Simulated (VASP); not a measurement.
# Te (P3_121) in VASP: a series of runs, part 2 of 2

VASP 6.6.1.

### 4 Relaxation of shape and atoms at fixed volume, LDA (a relaxed cell with its volume scaled by 1.02)

INCAR reads:

```
PREC = Accurate
ENCUT = 600
EDIFF = 1E-7
ISMEAR = 0
SIGMA = 0.03
LREAL = F
LASPH = T
NELM = 80
ALGO = Normal
ISIF = 4
LWAVE = F
LCHARG = F
IBRION = 2
NSW = 40
EDIFFG = -0.01
```

KPOINTS reads:

```
Automatic mesh
0
Gamma
  9 9 6
```

POSCAR reads:

```
Te                                      
1.0
    4.3042733389     -0.0000000000      0.0000000000
   -2.1521366694      3.7276100563      0.0000000000
    0.0000000000      0.0000000000      5.9771895882
  Te            
     3
Direct
     0.2869691410427617    1.0000000000000000    0.3333333332999970
     0.0000000000000000    0.2869691410427688    0.6666666667000030
     0.7130308589572313    0.7130308589572313    0.0000000000000000
```

Potentials or basis: VASP PAW LDA potentials, release 64 (Te).

Run with:

```
$ cat potpaw_LDA.64/Te/POTCAR > POTCAR
$ mpirun -np 1 vasp_std > vasp.out
```

OUTCAR:

```text
PREC = Accurate
   ENCUT = 600
   EDIFF = 1E-7
   ISMEAR = 0
   LREAL = F
   LASPH = T
   NELM = 80
   ISIF = 4
   IBRION = 2
   NSW = 40
   EDIFFG = -0.01

 ion  position               nearest neighbor table
   1  0.287  0.000  0.333-   3 2.92   2 2.92   3 3.34   3 3.34   2 3.34   2 3.34
   2  0.000  0.287  0.667-   3 2.92   1 2.92   3 3.34   3 3.34   1 3.34   1 3.34
   3  0.713  0.713  0.000-   2 2.92   1 2.92   2 3.34   1 3.34   1 3.34   2 3.34

  LATTYP: Found a hexagonal cell.
 ALAT       =     4.3042733389
 C/A-ratio  =     1.3886640363

  Lattice vectors:

 A1 = (   4.3042733389,   0.0000000000,   0.0000000000)
 A2 = (  -2.1521366694,   3.7276100563,   0.0000000000)
 A3 = (   0.0000000000,   0.0000000000,   5.9771895882)

Analysis of symmetry for initial positions (statically):
=====================================================================
 Subroutine PRICEL returns:
 Original cell was already a primitive cell.

 Routine SETGRP: Setting up the symmetry group for a
 hexagonal supercell.

 Subroutine GETGRP returns: Found  6 space group operations
 (whereof  2 operations were pure point group operations)
 out of a pool of 24 trial point group operations.

The static configuration has the point symmetry C_2 .
 The point group associated with its full space group is D_3 .

Analysis of symmetry for dynamics (positions and initial velocities):
=====================================================================
 Subroutine PRICEL returns:
 Original cell was already a primitive cell.

 Routine SETGRP: Setting up the symmetry group for a
 hexagonal supercell.

 Subroutine GETGRP returns: Found  6 space group operations
 (whereof  2 operations were pure point group operations)
 out of a pool of 24 trial point group operations.

The dynamic configuration has the point symmetry C_2 .
 The point group associated with its full space group is D_3 .

 Subroutine INISYM returns: Found  6 space group operations
[... 143 lines left out ...]
 Free energy of the ion-electron system (eV)
  ---------------------------------------------------
  ext. energy  EPLUGINS =         0.00000000
  ---------------------------------------------------
  free energy    TOTEN  =       -11.40485021 eV

  energy without entropy =      -11.40469492  energy(sigma->0) =      -11.40477256

------------------------ aborting loop because EDIFF is reached ----------------------------------------

  FORCE on cell =-STRESS in cart. coord.  units (eV):
  Direction    XX          YY          ZZ          XY          YZ          ZX
  --------------------------------------------------------------------------------------
  -------------------------------------------------------------------------------------
  Total       -0.5904533     -0.5904533     -0.8428418     -0.0000000     -0.0000000      0.0000000
  in kB       -9.8643565     -9.8643565    -14.0808638     -0.0000000     -0.0000000      0.0000000
  external PRESSURE =     -11.2698589 kB  Pullay stress =       0.0000000 kB
[... 135 lines left out ...]
--------------------------------------- Ionic step        5  -------------------------------------------

 number of electron      17.9999999 magnetization

 Free energy of the ion-electron system (eV)
  ---------------------------------------------------
  ext. energy  EPLUGINS =         0.00000000
  ---------------------------------------------------
  free energy    TOTEN  =       -11.40708570 eV

  energy without entropy =      -11.40689659  energy(sigma->0) =      -11.40699114

 E-fermi :   6.6128     XC(G=0):  -9.5773

 val. band max:        6.6053775775   @ k =   0.3333   0.3333   0.5000
 cond. band min:       6.8265311982   @ k =   0.0000   0.2222   0.1667
 fundamental gap:      0.2211536207
 Fermi energy:         6.6127787018

 k-point     1 :       0.0000    0.0000    0.0000
  band No.  band energies     occupation
      1      -7.3619      2.00000
      2      -3.9626      2.00000
      3      -3.9626      2.00000
      4       3.6139      2.00000
      5       3.9660      2.00000
      6       3.9660      2.00000
      7       4.8011      2.00000
      8       4.8011      2.00000
      9       5.4587      2.00000
     10       7.5708      0.00000
     11       7.5708      0.00000
     12       8.2333      0.00000
     13      11.4008      0.00000
[... 354 lines left out ...]
  band No.  band energies     occupation
      1      -6.6085      2.00000
      2      -4.7464      2.00000
      3      -3.3011      2.00000
      4       1.4419      2.00000
      5       2.0899      2.00000
      6       3.0950      2.00000
      7       4.5542      2.00000
      8       5.4530      2.00000
      9       5.9626      2.00000
     10       7.3191      0.00000
     11       7.8102      0.00000
     12       8.3936      0.00000
     13       9.9745      0.00000

 [... further k-points ...]

------------------------ aborting loop because EDIFF is reached ----------------------------------------

  FORCE on cell =-STRESS in cart. coord.  units (eV):
  Direction    XX          YY          ZZ          XY          YZ          ZX
  --------------------------------------------------------------------------------------
  -------------------------------------------------------------------------------------
  Total       -0.4359642     -0.4359642     -0.4335889     -0.0000000     -0.0000000     -0.0000000
  in kB       -7.2833976     -7.2833976     -7.2437152     -0.0000000     -0.0000000     -0.0000000
  external PRESSURE =      -7.2701701 kB  Pullay stress =       0.0000000 kB
[... 18 lines left out ...]
  FREE ENERGIE OF THE ION-ELECTRON SYSTEM (eV)
  ---------------------------------------------------
  free  energy   TOTEN  =       -11.4070856978 eV

  energy  without entropy=      -11.4068965880  energy(sigma->0) =      -11.40699114

 reached required accuracy - stopping structural energy minimisation
```

Wall time 2.4 min (1 thread of Intel Xeon Platinum 8559C (Emerald Rapids), shared host); peak memory 0.24 GiB.

Results:

| Quantity | Value |
| --- | --- |
| Free energy | -11.4071 eV |
| Energy gained by relaxing | 0.7 meV/atom |
| Ionic steps | 5 |
| Pressure after relaxing | -0.7 GPa |
| Band gap on the k mesh | none (metal or under the smearing width) |

The path:
```
step  energy change (eV)  largest force (eV/Å)  pressure (GPa)
   1              0.0000                0.0643           -1.13
   2             -0.0011                0.0501           -1.02
   3             -0.0021                0.0165           -0.76
   4             -0.0022                0.0110           -0.75
   5             -0.0022                0.0003           -0.73
```

Final structure:
```xyz
3
Lattice="4.3189 0.0000 0.0000 -2.1595 3.7403 0.0000 0.0000 0.0000 5.9367" Properties=species:S:1:pos:R:3 pbc="T T T"
Te   -0.9342    3.7403    1.9789
Te   -0.6126    1.0611    3.9578
Te    1.5468    2.6792    0.0000
```

Levels at points of the mesh, in eV from the Fermi level:
| k point | band 7 | band 8 | band 9 | band 10 | band 11 | band 12 |
| --- | --- | --- | --- | --- | --- | --- |
| (0.00, 0.00, 0.00) | -1.81 | -1.81 | -1.15 | 0.96 | 0.96 | 1.62 |
| (0.00, 0.00, 0.50) | -1.31 | -0.89 | -0.89 | 0.22 | 0.26 | 0.26 |

Spin-orbit coupling is left out, which matters for the levels of Te.

### 5 Relaxation of shape and atoms at fixed volume, LDA (a relaxed cell with its volume scaled by 1.04)

INCAR is that of step 4.

KPOINTS is that of step 4.

POSCAR reads:

```
Te                                      
1.0
    4.3322239489     -0.0000000000      0.0000000000
   -2.1661119745      3.7518159947      0.0000000000
    0.0000000000      0.0000000000      6.0160035952
  Te            
     3
Direct
     0.2869691410427617    1.0000000000000000    0.3333333332999970
     0.0000000000000000    0.2869691410427688    0.6666666667000030
     0.7130308589572313    0.7130308589572313    0.0000000000000000
```

Run with:

```
$ cat potpaw_LDA.64/Te/POTCAR > POTCAR
$ mpirun -np 1 vasp_std > vasp.out
```

Run time: 3 min. Hardware: 1 thread of Intel Xeon Platinum 8559C (Emerald Rapids), shared host; peak memory 0.24 GiB.

Results (log left out):

```yaml
Free_energy: -11.3951 eV
Energy_gained_by_relaxing: 3.1 meV/atom
Ionic_steps: 5
Pressure_after_relaxing: -1.3 GPa
Largest_force_after_relaxing: 0.003 eV/Å
Band_gap_on_the_k_mesh: 0.03 eV, direct
```

Forces in eV/Å, atoms in the order of the input:
```
Te   0.003  0.000  0.000
Te  -0.002  0.003  0.000
Te  -0.002 -0.003  0.000
```

Step by step:
```tsv
step	energy change (eV)	largest force (eV/Å)	pressure (GPa)
1	0.0000	0.1282	-2.12
2	-0.0043	0.1037	-1.91
3	-0.0087	0.0334	-1.37
4	-0.0091	0.0209	-1.34
5	-0.0094	0.0031	-1.28
```

Final structure:
```
Te
1.0
     4.36356    0.00000    0.00000
    -2.18178    3.77895    0.00000
     0.00000    0.00000    5.92991
Te
3
Direct
  0.28004 0.00000 0.33333
  0.00000 0.28004 0.66667
  0.71996 0.71996 0.00000
```

Levels at points of the mesh, in eV from the valence-band top:
| k point | band 7 | band 8 | band 9 | band 10 | band 11 | band 12 |
| --- | --- | --- | --- | --- | --- | --- |
| (0.00, 0.00, 0.00) | -1.78 | -1.78 | -1.07 | 0.95 | 0.95 | 1.58 |
| (0.00, 0.00, 0.50) | -1.32 | -0.94 | -0.94 | 0.28 | 0.28 | 0.28 |

Caveat: spin-orbit coupling is left out, which moves the levels of the heavy elements; an odd mesh through Γ misses points on the zone boundary, where band edges often lie.

### 6 Overview

```tsv
cell	gap on the mesh (eV)	pressure (GPa)
atoms relaxed at fixed volume from: a relaxed cell with its volume scaled by 0.98	none	0.8
atoms relaxed at fixed volume	none	0.0
atoms relaxed at fixed volume from: a relaxed cell with its volume scaled by 1.02	none	-0.7
atoms relaxed at fixed volume from: a relaxed cell with its volume scaled by 1.04	0.03	-1.3
```

Alike in all rows: task relaxation of shape and atoms at fixed volume; level LDA; potentials or basis VASP PAW LDA potentials, release 64 (Te); no spin polarisation; k mesh 9 × 9 × 6; cutoff (eV) 600; smearing gaussian 0.03 eV.

Caveats: the relaxation stopped at its first step, so nothing moved (some runs); spin-orbit coupling is left out, which moves the levels of the heavy elements (some runs); an odd mesh through Γ misses points on the zone boundary, where band edges often lie (some runs).

Absolute energies hang on the potentials; compare differences alone.
